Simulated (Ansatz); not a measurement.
The following input was run with Ansatz 0.2.0.

```yaml
crystal:
  lattice:
    - [2.7542171169, 0.0, 0.0]
    - [-1.3771085584, 2.3852219907, 0.0]
    - [0.0, 0.0, 4.3559528591]
  atoms:
    - { symbol: Os, position: [0.3333333333, 0.6666666667, 0.25] }
    - { symbol: Os, position: [0.6666666667, 0.3333333333, 0.75] }
basis:
  ecutwfc: 420
kpoints:
  mp_grid: { grid: [18, 18, 10] }
hamiltonian:
  xc: pbesol
scf:
  occupations: { method: gaussian, width: 0.1 }
output:
  forces: true
  stress: true
  eigenvalues: true
relax:
  adjacent_minimum: "off"
  f_tol: 0.01
  max_steps: 30
  cell: { stress_tol: 0.1, fix: [volume] }
```

Launched with
```bash
ansatz run input.yaml --threads 1 --pin off --max-ram 2560MiB --backend cpu --events-out ev --progress --plain --runs-dir out
```

The calculation used DFT PBEsol, scalar-relativistic, plane waves, PAW (Ansatz).

From the run's log, abridged (iterations and final results):

```
SCF iter   1: F=—  HF=-22502.088915 eV  |F-HF|=—  |Δ(HF+E_count)|=         —  Δρ=1.07e-2  dr2=1.60e-2  ethr=1.77e-3  ⟨swp⟩=4.6  Hψ=17218  notcnv=0
SCF iter   2: F=—  HF=-22502.088222 eV  |F-HF|=—  |Δ(HF+E_count)|=   6.94e-4  Δρ=6.07e-3  dr2=4.96e-3  ethr=4.99e-5  ⟨swp⟩=1.1  Hψ=6302  notcnv=0
SCF iter   3: F=—  HF=-22502.087937 eV  |F-HF|=—  |Δ(HF+E_count)|=   2.85e-4  Δρ=3.02e-4  dr2=1.60e-5  ethr=1.55e-5  ⟨swp⟩=2.0  Hψ=6067  notcnv=0
SCF iter   4: F=—  HF=-22502.087954 eV  |F-HF|=—  |Δ(HF+E_count)|=   1.73e-5  Δρ=4.70e-5  dr2=5.30e-7  ethr=5.01e-8  ⟨swp⟩=2.0  Hψ=6256  notcnv=0
SCF iter   5: F=-22502.087954 eV  HF=-22502.087954 eV  |F-HF|=3.86e-9  |Δ(HF+E_count)|=   1.50e-7  Δρ=6.44e-6  dr2=8.21e-9  ethr=1.66e-9  ⟨swp⟩=2.0  Hψ=6170  notcnv=0
SCF iter   6: F=-22502.087954 eV  HF=-22502.087954 eV  |F-HF|=1.96e-10  |Δ(HF+E_count)|=   1.34e-9  Δρ=1.43e-6  dr2=3.37e-10  ethr=2.57e-11  ⟨swp⟩=2.6  Hψ=13862  notcnv=0
SCF 1 converged in 6 iterations: F = -22502.087954 eV  dr2 = 3.37e-10
relax step   1: F+E_penalty+E_count = -22502.08795416 eV  Δ(F+E_penalty+E_count) = +0.000e0 eV  max|allowed force component| = 1.018e-16 eV/Å  Δτ_max = 0.0000 Å  P = -11.914 GPa  Ω = 28.616 Å³  fix = [volume]  reactions: volume -11.914 GPa (6 SCF iters, dr2 threshold 1.00e-7 eV, accepted)
Initial density: handed on by an earlier stage of this run
Initial wavefunctions: those handed on with the density
SCF iter   1: F=—  HF=-22502.087879 eV  |F-HF|=—  |Δ(HF+E_count)|=         —  Δρ=2.92e-4  dr2=2.02e-5  ethr=3.25e-8  ⟨swp⟩=3.0  Hψ=24188  notcnv=0
SCF iter   2: F=—  HF=-22502.087891 eV  |F-HF|=—  |Δ(HF+E_count)|=   1.19e-5  Δρ=1.15e-4  dr2=2.06e-6  ethr=3.25e-8  ⟨swp⟩=2.2  Hψ=6290  notcnv=0
SCF iter   3: F=-22502.087891 eV  HF=-22502.087891 eV  |F-HF|=9.97e-10  |Δ(HF+E_count)|=   4.93e-7  Δρ=2.20e-5  dr2=4.86e-8  ethr=6.44e-9  ⟨swp⟩=2.2  Hψ=5783  notcnv=0
SCF iter   4: F=-22502.087891 eV  HF=-22502.087891 eV  |F-HF|=2.91e-11  |Δ(HF+E_count)|=   1.16e-9  Δρ=2.20e-6  dr2=3.08e-10  ethr=1.52e-10  ⟨swp⟩=1.5  Hψ=5301  notcnv=0
SCF iter   5: F=-22502.087891 eV  HF=-22502.087891 eV  |F-HF|=1.09e-11  |Δ(HF+E_count)|=  7.64e-11  Δρ=3.23e-7  dr2=2.31e-11  ethr=1.00e-12  ⟨swp⟩=2.7  Hψ=7804  notcnv=0
SCF iter   6: F=-22502.087891 eV  HF=-22502.087891 eV  |F-HF|=0.00e0  |Δ(HF+E_count)|=  3.64e-12  Δρ=4.48e-8  dr2=1.15e-13  ethr=1.00e-12  ⟨swp⟩=1.0  Hψ=9768  notcnv=0
SCF 2 converged in 6 iterations: F = -22502.087891 eV  dr2 = 1.15e-13
relax step   2: F+E_penalty+E_count = -22502.08789089 eV  Δ(F+E_penalty+E_count) = +6.327e-5 eV  max|allowed force component| = 5.089e-17 eV/Å  Δτ_max = 0.0000 Å  P = -11.841 GPa  Ω = 28.616 Å³  energy of the carried Pulay correction = +1.347e-6 eV  fix = [volume]  (6 SCF iters, dr2 threshold 2.00e-7 eV, rejected (line search))
SCF iter   1: F=—  HF=-22502.088016 eV  |F-HF|=—  |Δ(HF+E_count)|=         —  Δρ=1.68e-4  dr2=6.61e-6  ethr=1.08e-8  ⟨swp⟩=3.0  Hψ=23987  notcnv=0
SCF iter   2: F=—  HF=-22502.088032 eV  |F-HF|=—  |Δ(HF+E_count)|=   1.65e-5  Δρ=6.64e-5  dr2=6.81e-7  ethr=1.08e-8  ⟨swp⟩=2.2  Hψ=6218  notcnv=0
SCF iter   3: F=—  HF=-22502.088032 eV  |F-HF|=—  |Δ(HF+E_count)|=   1.64e-7  Δρ=1.25e-5  dr2=1.58e-8  ethr=2.13e-9  ⟨swp⟩=2.2  Hψ=5822  notcnv=0
SCF iter   4: F=—  HF=-22502.088032 eV  |F-HF|=—  |Δ(HF+E_count)|=  5.06e-10  Δρ=1.30e-6  dr2=1.16e-10  ethr=4.93e-11  ⟨swp⟩=1.6  Hψ=5367  notcnv=0
SCF iter   5: F=-22502.088032 eV  HF=-22502.088032 eV  |F-HF|=3.64e-12  |Δ(HF+E_count)|=  1.09e-11  Δρ=2.38e-7  dr2=1.21e-11  ethr=1.00e-12  ⟨swp⟩=2.4  Hψ=6973  notcnv=0
SCF iter   6: F=-22502.088032 eV  HF=-22502.088032 eV  |F-HF|=7.28e-12  |Δ(HF+E_count)|=    0.00e0  Δρ=2.83e-8  dr2=4.21e-14  ethr=1.00e-12  ⟨swp⟩=2.3  Hψ=13435  notcnv=0
SCF 3 converged in 6 iterations: F = -22502.088032 eV  dr2 = 4.21e-14
relax step   3: F+E_penalty+E_count = -22502.08803190 eV  Δ(F+E_penalty+E_count) = -7.774e-5 eV  max|allowed force component| = 1.203e-16 eV/Å  Δτ_max = 0.0000 Å  P = -11.884 GPa  Ω = 28.616 Å³  energy of the carried Pulay correction = +5.734e-7 eV  fix = [volume]  reactions: volume -11.884 GPa (6 SCF iters, accepted)
Initial wavefunctions: pseudopotential atomic-orbital guess (no wavefunctions were taken with the density)
SCF iter   1: F=—  HF=-22502.088014 eV  |F-HF|=—  |Δ(HF+E_count)|=         —  Δρ=3.10e-6  dr2=3.91e-10  ethr=8.02e-9  ⟨swp⟩=3.3  Hψ=31096  notcnv=0
SCF iter   2: F=-22502.088033 eV  HF=-22502.088033 eV  |F-HF|=3.64e-12  |Δ(HF+E_count)|=   1.86e-5  Δρ=1.26e-6  dr2=5.91e-11  ethr=1.22e-12  ⟨swp⟩=2.9  Hψ=9019  notcnv=0
SCF iter   3: F=-22502.088033 eV  HF=-22502.088033 eV  |F-HF|=0.00e0  |Δ(HF+E_count)|=  7.28e-12  Δρ=2.64e-7  dr2=5.04e-12  ethr=1.00e-12  ⟨swp⟩=1.0  Hψ=4440  notcnv=0
SCF iter   4: F=-22502.088033 eV  HF=-22502.088033 eV  |F-HF|=1.09e-11  |Δ(HF+E_count)|=  7.28e-12  Δρ=7.87e-8  dr2=3.05e-13  ethr=1.00e-12  ⟨swp⟩=1.0  Hψ=4440  notcnv=0
SCF iter   5: F=-22502.088033 eV  HF=-22502.088033 eV  |F-HF|=7.28e-12  |Δ(HF+E_count)|=  1.46e-11  Δρ=6.47e-9  dr2=7.69e-15  ethr=1.00e-12  ⟨swp⟩=1.0  Hψ=4440  notcnv=0
SCF iter   6: F=-22502.088033 eV  HF=-22502.088033 eV  |F-HF|=0.00e0  |Δ(HF+E_count)|=  1.09e-11  Δρ=1.72e-9  dr2=2.79e-16  ethr=1.00e-12  ⟨swp⟩=1.0  Hψ=9768  notcnv=0
SCF 4 converged in 6 iterations: F = -22502.088033 eV  dr2 = 2.79e-16
SCF converged after 6 iterations
Free energy (F): -22502.088033 eV
Harris-Foulkes:  -22502.088033 eV  (|F-HF|=0.00e0)
Internal energy: -22502.080260 eV  (E = F + TS)
E sigma→0 (E₀):  -22502.084146 eV
Entropy (-TS):   -0.007773 eV (-3.887 meV/atom)
Fermi energy:    25.144513 eV
--- Per-component energies (eV) ---
  E_band       = -155.230295
  E_kinetic    = 1122.072247
  E_local      = -1616.258401  (includes V_loc(G=0)·N_el)
  E_nonlocal   = 2.167399
  E_hartree    = 663.594609
  E_xc         = -529.838187
  E_vxc        = -566.702006  (∫ρ·V_xc dr)
  E_paw        = -17759.530038  (= ΣΔE_a)
  E_vpaw       = -423.698556  (= ΣTr[D̂ρ^β])
  E_aug_tail   = -0.000195  (compensation charges beyond the density's cutoff)
  E_ewald      = -4384.783560
  E_core_change = 0.495866  (= ΣΔE_core)
  E_smearing   = -0.007773  (= −TS)
--- Forces (eV/Å), atoms counted from 1 ---
  atom   1  Os     0.00000000     0.00000000     0.00000000
  atom   2  Os     0.00000000     0.00000000     0.00000000
--- Stress (GPa, compression-positive) ---
      -11.885773       0.000000       0.000000
        0.000000     -11.885773       0.000000
        0.000000       0.000000     -11.882049
  P = ⅓ Tr σ = -11.8845 GPa (-118.845 kbar)
--- Band table (eV; the first three rows and the last of 222) ---
  k-point 0: bands = ["-61.4284", "-61.3230", "-21.3708", "-20.5027", "-20.5027", "-20.3360", "-20.3360", "-20.2826", "14.3561", "17.5312", "22.1794", "22.1794", "22.4346", "22.9973", "22.9973", "23.6287", "23.6287", "25.1412", "26.7908", "26.7908"]
  k-point 1: bands = ["-61.4258", "-61.3256", "-21.3456", "-20.4987", "-20.4987", "-20.3401", "-20.3401", "-20.3108", "14.4791", "17.5457", "22.1005", "22.1005", "22.3630", "22.9166", "22.9166", "23.8163", "23.8163", "24.7314", "26.8076", "26.8076"]
  k-point 2: bands = ["-61.4184", "-61.3331", "-21.2721", "-20.4869", "-20.4869", "-20.3922", "-20.3520", "-20.3520", "14.8372", "17.5664", "21.9615", "21.9615", "22.1685", "22.7077", "22.7077", "23.7827", "24.2719", "24.2719", "26.8140", "26.8140"]
  k-point 221: bands = ["-61.3171", "-61.3171", "-21.1492", "-21.1492", "-20.9006", "-20.9006", "-20.4768", "-20.4768", "19.4501", "19.4501", "20.3198", "20.3198", "21.7882", "21.7882", "23.8254", "23.8254", "26.7256", "26.7256", "33.2681", "33.2681"]
--- Relaxed structure (3 steps of the walk, 2 accepted, 1 SCFs on fresh bases) ---
  F+E_penalty+E_count = -22502.08803287 eV   max|allowed force component| = 9.252e-17 eV/Å   (the final SCF, on the basis selected at the relaxed cell)
  cell:  # Å, volume = 28.6161 Å³
    - [2.75566472, 0.0, 0.0]
    - [-1.37783236, 2.38647566, 0.0]
    - [0.0, 0.0, 4.35137750]
  atoms:
    - { symbol: Os, position: [0.33333333, 0.66666666, 0.24999999] }
    - { symbol: Os, position: [0.66666666, 0.33333333, 0.74999999] }
```

The relaxation met its thresholds.

It took 50 s on 1 thread of Intel(R) Xeon(R) Processor @ 2.50GHz (Skylake/Cascade Lake), on a shared host, peak memory 0.42 GiB.

Spin–orbit coupling is left out, which can shift energies with elements as heavy as these.